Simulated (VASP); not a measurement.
# TaC (Fm-3m) in VASP: a series of runs

One crystal, TaC, is run at these levels: r2SCAN; tasks: relaxation of cell and atoms.

All numbers are computed with VASP 6.6.1; they aren't measurements. Logs are shortened: lines on timing, memory, paths and dates and some standing lists are left out, and cuts for length are marked.

### Step 1. Starting point

It takes space group Fm-3m (No. 225, cubic). The conventional cell has a = 4.446 Å, b = 4.446 Å, c = 4.446 Å, α = 90.00°, β = 90.00°, γ = 90.00°. Ta (site symmetry m-3m) has 6 C at 2.22 Å as nearest neighbours. Around C (site symmetry m-3m) lie 6 Ta at 2.22 Å.

### Step 2. Relaxation of cell and atoms, r2SCAN, target pressure 19.7 GPa, at which the enthalpy is minimised

File INCAR:

```
SYSTEM = TaC
  ALGO = Normal
  EDIFF = 1E-7
  EDIFFG = -0.002
  ENCUT = 520
  IBRION = 2
  ISIF = 3
  ISMEAR = 0
  LASPH = .TRUE.
  LCHARG = .FALSE.
  LMIXTAU = .TRUE.
  LREAL = .FALSE.
  LWAVE = .FALSE.
  METAGGA = R2SCAN
  NELM = 60
  NSW = 80
  PREC = Accurate
  PSTRESS = 197.0
  SIGMA = 0.1
```

File KPOINTS:

```
k-points
0
G
  16 16 16
  0 0 0
```

File POSCAR:

```
TaC
1.0
    0.0000000000      2.2230000000      2.2230000000
    2.2230000000      0.0000000000      2.2230000000
    2.2230000000      2.2230000000      0.0000000000
Ta C
1 1
Direct
    0.0000000000      0.0000000000      0.0000000000
    0.5000000000      0.5000000000      0.5000000000
```

Potentials or basis: VASP PAW PBE potentials, release 64 (Ta_pv, C).

On the command line:

```sh
> cat potpaw_PBE.64/Ta_pv/POTCAR potpaw_PBE.64/C/POTCAR > POTCAR
> mpirun -np 1 vasp_std > vasp.out
```

OUTCAR:

```text
SYSTEM = TaC
   EDIFF = 1E-7
   EDIFFG = -0.002
   ENCUT = 520
   IBRION = 2
   ISIF = 3
   ISMEAR = 0
   LASPH = .TRUE.
   LREAL = .FALSE.
   METAGGA = R2SCAN
   NELM = 60
   NSW = 80
   PREC = Accurate
   PSTRESS = 197.0

 ion  position               nearest neighbor table
   1  0.000  0.000  0.000-   2 2.22   2 2.22   2 2.22   2 2.22   2 2.22   2 2.22
   2  0.500  0.500  0.500-   1 2.22   1 2.22   1 2.22   1 2.22   1 2.22   1 2.22

  LATTYP: Found a face centered cubic cell.
 ALAT       =     4.4460000000

  Lattice vectors:

 A1 = (   0.0000000000,   2.2230000000,   2.2230000000)
 A2 = (   2.2230000000,   0.0000000000,   2.2230000000)
 A3 = (   2.2230000000,   2.2230000000,   0.0000000000)

Analysis of symmetry for initial positions (statically):
=====================================================================
 Subroutine PRICEL returns:
 Original cell was already a primitive cell.

 Routine SETGRP: Setting up the symmetry group for a
 face centered cubic supercell.

 Subroutine GETGRP returns: Found 48 space group operations
 (whereof 48 operations were pure point group operations)
 out of a pool of 48 trial point group operations.

The static configuration has the point symmetry O_h .

Analysis of symmetry for dynamics (positions and initial velocities):
=====================================================================
 Subroutine PRICEL returns:
 Original cell was already a primitive cell.

 Routine SETGRP: Setting up the symmetry group for a
 face centered cubic supercell.

 Subroutine GETGRP returns: Found 48 space group operations
 (whereof 48 operations were pure point group operations)
 out of a pool of 48 trial point group operations.

The dynamic configuration has the point symmetry O_h .

 Subroutine INISYM returns: Found 48 space group operations
 (whereof 48 operations are pure point group operations),
 and found     1 'primitive' translations

----------------------------------------------------------------------------------------

                                     Primitive cell

  volume of cell :      21.9709

  direct lattice vectors                    reciprocal lattice vectors
     0.000000000  2.223000000  2.223000000    -0.224921278  0.224921278  0.224921278
     2.223000000  0.000000000  2.223000000     0.224921278 -0.224921278  0.224921278
     2.223000000  2.223000000  0.000000000     0.224921278  0.224921278 -0.224921278

  length of vectors
     3.143796749  3.143796749  3.143796749     0.389575080  0.389575080  0.389575080

  position of ions in fractional coordinates (direct lattice)
     0.000000000  0.000000000  0.000000000
     0.500000000  0.500000000  0.500000000

  ion indices of the primitive-cell ions
   primitive index   ion index
                 1           1
                 2           2

----------------------------------------------------------------------------------------

 KPOINTS: k-points

Automatic generation of k-mesh.
 Grid dimensions read from file:
 generate k-points for:   16   16   16

 Generating k-lattice:

  Cartesian coordinates                     Fractional coordinates (reciprocal lattice)
    -0.014057580  0.014057580  0.014057580     0.062500000  0.000000000  0.000000000
     0.014057580 -0.014057580  0.014057580     0.000000000  0.062500000  0.000000000
     0.014057580  0.014057580 -0.014057580     0.000000000  0.000000000  0.062500000

  Length of vectors
     0.024348443  0.024348443  0.024348443

  Shift w.r.t. Gamma in fractional coordinates (k-lattice)
     0.000000000  0.000000000  0.000000000

 Subroutine IBZKPT returns following result:
 ===========================================

 Found    145 irreducible k-points:

 Following reciprocal coordinates:
            Coordinates               Weight
  0.000000  0.000000  0.000000      1.000000
  0.062500  0.000000  0.000000      8.000000
  0.125000  0.000000  0.000000      8.000000
  0.187500  0.000000  0.000000      8.000000
  0.250000  0.000000  0.000000      8.000000
  0.312500  0.000000  0.000000      8.000000
[... 16 lines left out ...]
 -0.125000  0.062500  0.000000     24.000000
 -0.062500  0.062500  0.000000     12.000000
 [... further k-points ...]
   k-points           NKPTS =    145   k-points in BZ     NKDIM =    145   number of bands    NBANDS=     11
   number of dos      NEDOS =    301   number of ions     NIONS =      2
   total plane-waves  NPLWV =  13824
   dimension x,y,z NGX =    24 NGY =   24 NGZ =   24
   dimension x,y,z NGXF=    48 NGYF=   48 NGZF=   48
   ions per type =               1   1
   NGX,Y,Z   is equivalent  to a cutoff of  12.69, 12.69, 12.69 a.u.
   NGXF,Y,Z  is equivalent  to a cutoff of  25.38, 25.38, 25.38 a.u.
 SYSTEM =  TaC
   PREC   = accura    normal or accurate (medium, high low for compatibility)
   ISTART =      0    job   : 0-new  1-cont  2-samecut
   ICHARG =      2    charge: 1-file 2-atom 10-const
   ISPIN  =      1    spin polarized calculation?
   LNONCOLLINEAR =      F non collinear calculations
   LSORBIT =      F    spin-orbit coupling
   LASPH  =      T    aspherical Exc in radial PAW
   ENCUT  =  520.0 eV  38.22 Ry    6.18 a.u.   5.85  5.85  5.85*2*pi/ulx,y,z
   NELM   =     60;   NELMIN=  2; NELMDL= -5     # of ELM steps
   EDIFF  = 0.1E-06   stopping-criterion for ELM
   LREAL  =      F    real-space projection
   EDIFFG = -.2E-02   stopping-criterion for IOM
   NSW    =     80    number of steps for IOM
   IBRION =      2    ionic relax: 0-MD 1-quasi-New 2-CG
   NFREE  =      1    steps in history (QN), initial steepest desc. (CG)
   ISIF   =      3    stress and relaxation
   ISYM   =      2    0-nonsym 1-usesym 2-fastsym
   POTIM  = 0.5000    time-step for ionic-motion
   TEBEG  =    0.0;   TEEND  =   0.0 temperature during run
   PSTRESS=  197.0 pullay stress
   NELECT =      15.0000    total number of electrons
   NUPDOWN=      -1.0000    fix difference up-down
   EMIN   =  10.00;   EMAX   =-10.00  energy-range for DOS
   EFERMI =   0.00;   METHOD = LEGACY
   ISMEAR =     0;   SIGMA  =   0.10  broadening in eV -4-tet -1-fermi 0-gaus
   EFERMI_NEDOS =   21; number of points for ismear=-14 and -15
   IALGO  =     38    algorithm
   IMIX   =      4    mixing-type and parameters
     AMIX     =   0.40;   BMIX     =  1.00
     AMIX_MAG =   1.60;   BMIX_MAG =  1.00
  volume/ion in A,a.u.               =      10.99        74.13
  Fermi-wavevector in a.u.,A,eV,Ry     =   1.441526  2.724089 28.272865  2.077997
  Thomas-Fermi vector in A             =   2.560148
   LORBIT       =      0    0 simple, 1 ext, 2 COOP (PROOUT), +10 PAW based schemes
   METAGGA = R2SCAN    functional components
   LHFCALC =     F    Hartree Fock is set to
   AEXX    =    0.0000 exact exchange contribution
   IVDW    =     0    specifies the selected vdW correction
   LEPSILON=     F    determine dielectric tensor
   LRPA    =     F    only Hartree local field effects (RPA)
 conjugate gradient relaxation of ions
 non-spin polarized calculation
 Gauss-broadening in eV      SIGMA  =   0.10
  energy-cutoff  :      520.00
  volume of cell :       21.97
 maximum number of plane-waves:       609
   NGX = 11   NGY = 11   NGZ = 11

--------------------------------------- Ionic step        1  -------------------------------------------

 number of electron      15.0000001 magnetization

 Free energy of the ion-electron system (eV)
  ---------------------------------------------------
  ext. energy  EPLUGINS =         0.00000000
  ---------------------------------------------------
  free energy    TOTEN  =       -59.85873347 eV

  energy without entropy =      -59.85694759  energy(sigma->0) =      -59.85784053

------------------------ aborting loop because EDIFF is reached ----------------------------------------

  FORCE on cell =-STRESS in cart. coord.  units (eV):
  Direction    XX          YY          ZZ          XY          YZ          ZX
  --------------------------------------------------------------------------------------
  -------------------------------------------------------------------------------------
  Total        0.6957746      0.6957746      0.6957746      0.0000000      0.0000000     -0.0000000
  in kB       50.7377021     50.7377021     50.7377021      0.0000000      0.0000000     -0.0000000
  external PRESSURE =    -146.2622979 kB  Pullay stress =     197.0000000 kB
[... 23 lines left out ...]
  enthalpy is  TOTEN    =       -57.1572393483 eV   P V=        2.7014941257

--------------------------------------- Ionic step        2  -------------------------------------------

 number of electron      15.0000000 magnetization

 E-fermi :  10.0326     XC(G=0): -15.2172

 val. band max:       10.0219652030   @ k =   0.4375   0.1875   0.0625
 cond. band min:      10.0336740887   @ k =   0.1250   0.0625   0.0000
 fundamental gap:      0.0117088857
 Fermi energy:        10.0325714690

 k-point     1 :       0.0000    0.0000    0.0000
  band No.  band energies     occupation
      1     -25.8451      2.00000
      2     -25.8451      2.00000
      3     -25.8451      2.00000
      4      -6.7598      2.00000
      5       8.4064      2.00000
      6       8.4064      2.00000
      7       8.4064      2.00000
      8       9.3892      2.00000
      9       9.3892      2.00000
     10       9.3892      2.00000
     11      10.8729      0.00000
[... 309 lines left out ...]
 k-point    24 :      -0.0625    0.0625    0.0000
  band No.  band energies     occupation
      1     -25.9768      2.00000
      2     -25.8803      2.00000
      3     -25.8475      2.00000
      4      -6.3774      2.00000
      5       7.0749      2.00000
      6       7.2796      2.00000
      7       7.3776      2.00000
      8       8.6162      2.00000
      9       9.7277      1.99998
     10      10.3690      0.00000
     11      12.1010      0.00000

 [... further k-points ...]

------------------------ aborting loop because EDIFF is reached ----------------------------------------

  FORCE on cell =-STRESS in cart. coord.  units (eV):
  Direction    XX          YY          ZZ          XY          YZ          ZX
  --------------------------------------------------------------------------------------
  -------------------------------------------------------------------------------------
  Total        9.1628367      9.1628367      9.1628367      0.0000000      0.0000000     -0.0000000
  in kB      775.3580596    775.3580596    775.3580596      0.0000000      0.0000000     -0.0000000
  external PRESSURE =     578.3580596 kB  Pullay stress =     197.0000000 kB
[... 175 lines left out ...]
  enthalpy is  TOTEN    =       -57.1954999250 eV   P V=        2.6050595338

--------------------------------------- Ionic step        7  -------------------------------------------

 number of electron      15.0000002 magnetization

 Free energy of the ion-electron system (eV)
  ---------------------------------------------------
  ext. energy  EPLUGINS =         0.00000000
  ---------------------------------------------------
  free energy    TOTEN  =       -59.79703903 eV

  energy without entropy =      -59.79532672  energy(sigma->0) =      -59.79618288

 E-fermi :   8.8804     XC(G=0): -14.5159

 val. band max:        8.8745047937   @ k =   0.1250   0.0625   0.0000
 cond. band min:       8.9539523933   @ k =   0.0625   0.0625   0.0000
 fundamental gap:      0.0794475996
 Fermi energy:         8.8804289470

 k-point     1 :       0.0000    0.0000    0.0000
  band No.  band energies     occupation
      1     -27.3904      2.00000
      2     -27.3904      2.00000
      3     -27.3904      2.00000
      4      -7.1580      2.00000
      5       7.4694      2.00000
      6       7.4694      2.00000
      7       7.4694      2.00000
      8       8.2683      2.00000
      9       8.2683      2.00000
     10       8.2683      2.00000
     11       9.5590      0.00000
[... 309 lines left out ...]
 k-point    24 :      -0.0625    0.0625    0.0000
  band No.  band energies     occupation
      1     -27.4759      2.00000
      2     -27.4139      2.00000
      3     -27.3926      2.00000
      4      -6.8376      2.00000
      5       6.1699      2.00000
      6       6.4155      2.00000
      7       6.4660      2.00000
      8       7.6542      2.00000
      9       8.6039      1.99991
     10       9.1907      0.00001
     11      10.6362      0.00000

 [... further k-points ...]

------------------------ aborting loop because EDIFF is reached ----------------------------------------

  FORCE on cell =-STRESS in cart. coord.  units (eV):
  Direction    XX          YY          ZZ          XY          YZ          ZX
  --------------------------------------------------------------------------------------
  -------------------------------------------------------------------------------------
  Total        2.6029501      2.6029501      2.6029501      0.0000000      0.0000000     -0.0000000
  in kB      197.1107471    197.1107471    197.1107471      0.0000000      0.0000000     -0.0000000
  external PRESSURE =       0.1107471 kB  Pullay stress =     197.0000000 kB
[... 17 lines left out ...]
  FREE ENERGIE OF THE ION-ELECTRON SYSTEM (eV)
  ---------------------------------------------------
  free  energy   TOTEN  =       -59.7970390321 eV

  energy  without entropy=      -59.7953267199  energy(sigma->0) =      -59.79618288

  enthalpy is  TOTEN    =       -57.1955514078 eV   P V=        2.6014876243

 reached required accuracy - stopping structural energy minimisation
```

Wall time 3.8 min (1 thread of Intel Xeon 6975P-C (Granite Rapids), shared host); peak memory 0.19 GiB.

Results:

| Quantity | Value |
| --- | --- |
| Free energy | -59.7970 eV |
| Relaxed volume | 10.58 Å³/atom |
| Relaxed cell | a = 3.105 Å, b = 3.105 Å, c = 3.105 Å, α = 60.00°, β = 60.00°, γ = 60.00° |
| Space group after relaxing (to 0.05 Å) | Fm-3m (No. 225) |
| Energy change on relaxing (the enthalpy is what falls) | +30.8 meV/atom |
| Ionic steps | 7 |
| Pressure after relaxing | 19.7 GPa |
| Band gap on the k mesh | none (metal or under the smearing width) |

The path:
```csv
step,energy change (eV),largest force (eV/Å),pressure (GPa),volume (Å³)
1,0.0000,0.0000,5.07,21.97
2,0.7011,0.0000,77.54,18.93
3,0.0573,0.0000,19.00,21.19
4,0.0611,0.0000,19.61,21.16
5,0.0631,0.0000,19.93,21.15
6,0.0582,0.0000,19.14,21.19
7,0.0617,0.0000,19.71,21.16
```

Final structure:
```
CELL_PARAMETERS angstrom
0.00000 2.19522 2.19522
2.19522 0.00000 2.19522
2.19522 2.19522 0.00000
ATOMIC_POSITIONS crystal
Ta 0.00000 0.00000 0.00000
C 0.50000 0.50000 0.50000
```

Caveat: the cell is relaxed towards a set pressure, so the enthalpy falls and the energy may rise; the PAW data sets were made with another functional, which shifts forces and pressure a little. Spin-orbit coupling is left out, which matters for the levels of Ta.

[end of part 1 of 2]
